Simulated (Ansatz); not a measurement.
# Te2Mo monolayer (2H): from the cell to its phonons, part 2 of 2

How does Te2Mo monolayer (2H) vibrate, and is this structure a minimum?

Ansatz 0.2.0; DFT PBEsol, scalar-relativistic, plane waves, PAW.

So far. Step 3 (Relaxing to small forces for the phonons): The largest force component left is 0.31 meV/Å, within the tolerances set. Step 4 (Linear response at the zone centre): Before it was imposed, the acoustic sum rule was missed by 2.8e-4 eV/Å² and the charge sum rule by 0.0016 e. Small misses are needed for a sound result but don't prove that mesh and cutoff are converged. The lowest optical mode is real, 118 cm⁻¹.

## Step 5: The dispersion

Stability and thermal properties need the whole zone. Linear response on a 4×4×1 q mesh gives force constants as far as a supercell of that size would, and the tensors from the zone-centre run are typed in so that the long-range dipole term is interpolated apart.

The input, input.yaml:

```yaml
crystal:
  lattice:
    - [3.4910244556, 0.0, 0.0]
    - [-1.7455122278, 3.0233158638, 0.0]
    - [0.0, 0.0, 31.0]
  atoms:
    - { symbol: Mo, position: [0.3333333333, 0.6666666667, 0.3225806452] }
    - { symbol: Te, position: [0.6666666667, 0.3333333333, 0.3807550783] }
    - { symbol: Te, position: [0.6666666667, 0.3333333333, 0.2644062121] }
  periodic: [true, true, false]
kpoints:
  mp_grid: { grid: [12, 12, 1] }
hamiltonian:
  xc: pbesol
scf:
  occupations: { method: fixed }
output:
  eigenvalues: true
phonons:
  method: dfpt
  qmesh: [4, 4, 1]
  temperatures: { t_max: 1000, t_step: 50 }
  qpath:
    path:
      - [0.0, 0.0, 0.0]
      - [0.5, 0.0, 0.0]
      - [0.33333333, 0.33333333, 0.0]
      - [0.0, 0.0, 0.0]
    npoints: 10
  isolated: true
  non_analytic_term:
    high_frequency_dielectric_tensor: [[5.1464, 0.0, 0.0], [0.0, 5.1464, 0.0], [0.0, 0.0, 1.203]]
    born_effective_charges:
      - { species: Mo, tensor: [[-3.3123, 0.0, 0.0], [0.0, -3.3123, 0.0], [0.0, 0.0, -0.159]] }
      - { species: Te, tensor: [[1.6562, 0.0, 0.0], [0.0, 1.6562, 0.0], [0.0, 0.0, 0.0795]] }
      - { species: Te, tensor: [[1.6562, 0.0, 0.0], [0.0, 1.6562, 0.0], [0.0, 0.0, 0.0795]] }
    source: "zone-centre run at this cell"
```

Started as:

```sh
$ ansatz run input.yaml --threads 8 --pin off --max-ram 14336MiB --backend cpu --events-out ev --progress --plain --runs-dir out
```

The job ended after 4.5 min (8 threads of AMD EPYC 7R43, shared host; peak memory 3.2 GiB).

Numbers from this step:

| Quantity | Value |
| --- | --- |
| sum-rule residual before enforcement | 8.05e-5 eV/Å² |
| lowest frequency on the path | 0 cm⁻¹ |
| highest frequency on the path or at a solved wavevector | 295.3 cm⁻¹ |
| mean frequency | 159.1 cm⁻¹ |
| lowest mode on the q mesh (acoustic modes at Γ apart) | 53.63 cm⁻¹ |
| zero-point energy per atom | 29.58 meV |
| heat capacity at 300 K | 23.54 J/(mol atoms K) |
| vibrational entropy at 300 K | 35.69 J/(mol atoms K) |
| edges of the widest gap between branches, on path and mesh | 173.3, 225.5 cm⁻¹ |

Frequencies (cm⁻¹) solved at each irreducible wavevector; negative means imaginary. Frequencies by wavevector, by row:

```
q in reciprocal lattice units  star  mode 1  mode 2  mode 3  mode 4  mode 5  mode 6  mode 7  mode 8  mode 9
                        0 0 0     1       0       0       0   118.2   118.2   173.3   238.2   238.2   295.3
                     0 0.25 0     6    53.6    59.4    92.9   126.1   145.2   160.8     240     247   278.8
                     0 -0.5 0     3    76.9   102.2   104.8   132.3   152.2   162.7   235.5   245.3   262.7
                  0.25 0.25 0     6    77.8    94.3   102.6   142.8   150.6   155.6   228.8   255.4   263.1
```

Interpolated from a 4×4×1 q mesh, with the LO-TO term (at Γ the limit along the path; where Γ stands inside the path, tables give the limit on arrival). The phonon branches at the labelled points (cm⁻¹):

```
  point  branch 1  branch 2  branch 3  branch 4  branch 5  branch 6  branch 7  branch 8  branch 9
      Γ         0         0         0       118       118       173       238       238       295
halfway        54        59        93       126       145       161       240       247       279
      M        77       102       105       132       152       163       236       245       263
halfway        76       103       104       142       150       158       229       254       261
      K        61       105       117       147       150       152       226       259       259
halfway        63        75        92       131       148       158       237       249       275
      Γ         0         0         0       118       118       173       238       238       295
```

Tetrahedra on a 20×20×1 mesh, mean over bins of 5 cm-1. Interpolated from a 4×4×1 q mesh. The phonon density of states by wavenumber; read off at these points:

```
wavenumber (cm⁻¹)  phonon density of states (1/cm⁻¹/cell)
                2                                  0.0017
               18                                 0.00594
               32                                 0.00933
               42                                  0.0121
               58                                  0.0180
               72                                  0.0463
               78                                  0.0842
               88                                  0.0251
              102                                   0.120
              112                                 0.00965
              128                                  0.0415
              142                                  0.0411
              152                                   0.118
              158                                   0.111
              172                                 0.00884
              188                                       0
              198                                       0
              212                                       0
              228                                  0.0398
              238                                  0.0893
              242                                  0.0162
              248                                   0.123
              258                                  0.0341
              268                                  0.0367
              282                                  0.0159
              298                                  1.3e-4
```

The partial phonon density of states has structure finer than the step of the table below, so its rows give means over 10 cm⁻¹, whole bins alone (the curve runs from -10 to 314 cm⁻¹). Peaks (cm⁻¹: height): Mo 77.7: 0.0178, 102.1: 0.0234, 238.7: 0.0636, 248.9: 0.0619, 263.2: 0.0519; Te 77.7: 0.0477, 102.1: 0.0800, 132.7: 0.0587, 151.1: 0.122, 159.2: 0.100, 238.7: 0.0233.

Phonopy on the run's constants, 19x19x1 mesh, Gaussian sigma 2.3 cm-1. Interpolated from a 4×4×1 q mesh. Partial phonon density of states against wavenumber; means over each step; values in 1/cm⁻¹/cell:

```
wavenumber (cm⁻¹)       Mo       Te
                0   4.8e-4  0.00129
               10  0.00116  0.00323
               20  0.00177  0.00509
               30  0.00192  0.00573
               40  0.00289  0.00869
               50  0.00333   0.0106
               60  0.00641   0.0176
               70   0.0110   0.0291
               80   0.0150   0.0404
               90  0.00815   0.0255
              100   0.0180   0.0613
              110  0.00397   0.0168
              120   2.0e-4   0.0216
              130   1.0e-4   0.0499
              140   1.8e-4   0.0444
              150   1.7e-4   0.0928
              160   4.1e-4   0.0769
              170   1.4e-4   0.0134
              180   2.1e-6   5.0e-4
              190        0        0
              200        0        0
              210        0        0
              220  0.00255  0.00186
              230   0.0284   0.0153
              240   0.0509   0.0190
              250   0.0518   0.0156
              260   0.0422  0.00947
              270   0.0261  0.00665
              280   0.0133  0.00398
              290  0.00862  0.00297
              300  0.00101   3.7e-4
```

Harmonic thermodynamic functions per atom, from the density of states. Interpolated from a 4×4×1 q mesh. Thermodynamic functions, by row:

```
T (K)  F_vib (meV/atom)  S (J/mol-atom/K)  C_V (J/mol-atom/K)
    0             29.58                 0                   0
  100              24.3              12.9                16.3
  200              3.45             26.43                  22
  300            -29.01             35.69               23.54
  400            -69.72             42.56               24.12
  500            -116.7             47.97               24.41
  600            -168.8             52.44               24.56
  700            -225.2             56.23               24.66
  800            -285.2             59.53               24.72
  900            -348.5             62.44               24.76
 1000            -414.6             65.05               24.79
```

Symmetry leaves 4 wavevectors to solve. The lowest mode among them, the acoustic zeros apart, lies at q = (0, 0.25, 0) and is real, 53.6 cm⁻¹.

## Step 6: Isotope substitution, element Mo, natural mass 95.95 amu

An isotope changes the mass and not the force constants, so no new electronic calculation is needed; the shifts show which modes move this element.

The same force constants with the mass of Mo changed from 95.950 to 99.907 u (phonopy, no LO-TO term). Both lists are sorted by frequency; levels can cross, so a row need not hold one and the same mode. Modes under 3 cm⁻¹ are left out. Isotope shifts, by row:

```
          q  rank  natural mass (cm⁻¹)  changed mass (cm⁻¹)
      0 0 0     4                118.2                118.2
      0 0 0     5                118.2                118.2
      0 0 0     6                173.3                173.3
      0 0 0     7                238.2                234.8
      0 0 0     8                238.2                234.8
      0 0 0     9                295.3                  291
   0 0.25 0     1                53.63                53.39
   0 0.25 0     2                59.44                59.16
   0 0.25 0     3                92.89                92.36
   0 0.25 0     4                126.1                126.1
   0 0.25 0     5                145.2                145.2
   0 0.25 0     6                160.8                160.8
   0 0.25 0     7                  240                236.3
   0 0.25 0     8                  247                243.5
   0 0.25 0     9                278.8                274.5
   0 -0.5 0     1                76.92                76.56
   0 -0.5 0     2                102.2                101.6
   0 -0.5 0     3                104.8                104.4
   0 -0.5 0     4                132.3                132.3
   0 -0.5 0     5                152.2                152.2
   0 -0.5 0     6                162.7                162.7
   0 -0.5 0     7                235.5                231.8
   0 -0.5 0     8                245.3                241.8
   0 -0.5 0     9                262.7                258.4
0.25 0.25 0     1                77.77                77.13
0.25 0.25 0     2                94.26                 93.9
0.25 0.25 0     3                102.6                102.2
0.25 0.25 0     4                142.8                142.8
0.25 0.25 0     5                150.6                150.6
0.25 0.25 0     6                155.6                155.6
0.25 0.25 0     7                228.8                226.1
0.25 0.25 0     8                255.4                251.1
0.25 0.25 0     9                263.1                258.8
```

A mode of this element alone would shift by -2.00 %. The highest zone-centre frequency without the field goes from 295.3 to 291.0 cm⁻¹ (-1.4 %). The product of the frequency ratios over all optical modes at Γ is 0.957; the product rule, (m/m′)^(3k/2) (M′/M)^(3/2) with k = 1 such atoms and M the mass of the cell, gives 0.957.

## Step 7: Isotope substitution, element Te, natural mass 127.6 amu

The same for Te, from 127.60 to 129.91 u.

The same force constants with the mass of Te changed from 127.600 to 129.906 u (phonopy, no LO-TO term). Both lists are sorted by frequency; levels can cross, so a row need not hold one and the same mode. Modes under 3 cm⁻¹ are left out. Isotope shifts, by row:

```
          q  rank  natural mass (cm⁻¹)  changed mass (cm⁻¹)
      0 0 0     4                118.2                117.1
      0 0 0     5                118.2                117.1
      0 0 0     6                173.3                171.8
      0 0 0     7                238.2                237.6
      0 0 0     8                238.2                237.6
      0 0 0     9                295.3                294.6
   0 0.25 0     1                53.63                53.26
   0 0.25 0     2                59.44                59.04
   0 0.25 0     3                92.89                92.28
   0 0.25 0     4                126.1                124.9
   0 0.25 0     5                145.2                143.9
   0 0.25 0     6                160.8                159.4
   0 0.25 0     7                  240                239.5
   0 0.25 0     8                  247                246.4
   0 0.25 0     9                278.8                278.2
   0 -0.5 0     1                76.92                76.39
   0 -0.5 0     2                102.2                101.6
   0 -0.5 0     3                104.8                104.1
   0 -0.5 0     4                132.3                131.1
   0 -0.5 0     5                152.2                150.9
   0 -0.5 0     6                162.7                161.3
   0 -0.5 0     7                235.5                  235
   0 -0.5 0     8                245.3                244.6
   0 -0.5 0     9                262.7                262.2
0.25 0.25 0     1                77.77                77.36
0.25 0.25 0     2                94.26                93.57
0.25 0.25 0     3                102.6                101.8
0.25 0.25 0     4                142.8                141.5
0.25 0.25 0     5                150.6                149.2
0.25 0.25 0     6                155.6                154.2
0.25 0.25 0     7                228.8                  228
0.25 0.25 0     8                255.4                  255
0.25 0.25 0     9                263.1                262.6
```

A mode of this element alone would shift by -0.89 %. The highest zone-centre frequency without the field goes from 295.3 to 294.6 cm⁻¹ (-0.2 %). The product of the frequency ratios over all optical modes at Γ is 0.967; the product rule, (m/m′)^(3k/2) (M′/M)^(3/2) with k = 2 such atoms and M the mass of the cell, gives 0.966.

## Step 8: What came out

```yaml
space_group_after_relaxation_within_0p01_a: P-6m2
area_per_atom: 3.52 Å²
gap_on_the_k_mesh: 1.20 eV
highest_optical_mode_at_the_zone_centre_no_lo_to_term: 295 cm⁻¹
lowest_optical_zone_centre_mode: 118 cm⁻¹
largest_born_charge_third_of_the_trace: -2.26 e
lowest_mode_on_the_q_mesh_acoustic_modes_at_gamma_apart: 53.6 cm⁻¹
highest_frequency_on_the_path_or_at_a_solved_wavevector: 295 cm⁻¹
zero_point_energy_per_atom: 29.6 meV
heat_capacity_at_300_k: 23.5 J/(mol atoms K)
vibrational_entropy_at_300_k: 35.7 J/(mol atoms K)
imaginary_modes_on_the_4x4x1_q_mesh: none
```

In words: The structure is a minimum as far as tested: no mode is imaginary at the 4 irreducible wavevectors of the 4×4×1 mesh, and the softest away from the acoustic zeros lies at 54 cm⁻¹. Without the field, the optical modes at Γ span 118 to 295 cm⁻¹. The highest mode in this list at Γ, 295.3 cm⁻¹, is mostly motion of Mo (73 % of the kinetic energy). The strongest infrared line is at 238 cm⁻¹. Averaged over orientations, the strongest Raman line at 532 nm and 300 K is at 173 cm⁻¹. The tensors are the static, non-resonant ones, while 532 nm light (2.33 eV) lies above the computed gap. On the path and the mesh, the widest gap between branches runs from 173 to 226 cm⁻¹. In a sheet or slab the interpolated bending branch near Γ is rough, since the rotational sum rule isn't imposed. Dielectric tensors refer to the cell with its vacuum. Spin-orbit coupling is left out, which can matter for the heavy elements here. The starting cell was built on a prototype and not taken from a measurement. These are harmonic frequencies at zero temperature: anharmonic shifts, linewidths and thermal expansion are left out.

[Logs are printed without paths, hosts, clocks, repeated set-up lines and the standing remarks that a program may print on its own settings, such as how far it seeks lower states.]

[Hosts, paths, dates, database ids (printed as entryN), source tags and the programs' standing remarks are cut or masked in the printed files.]
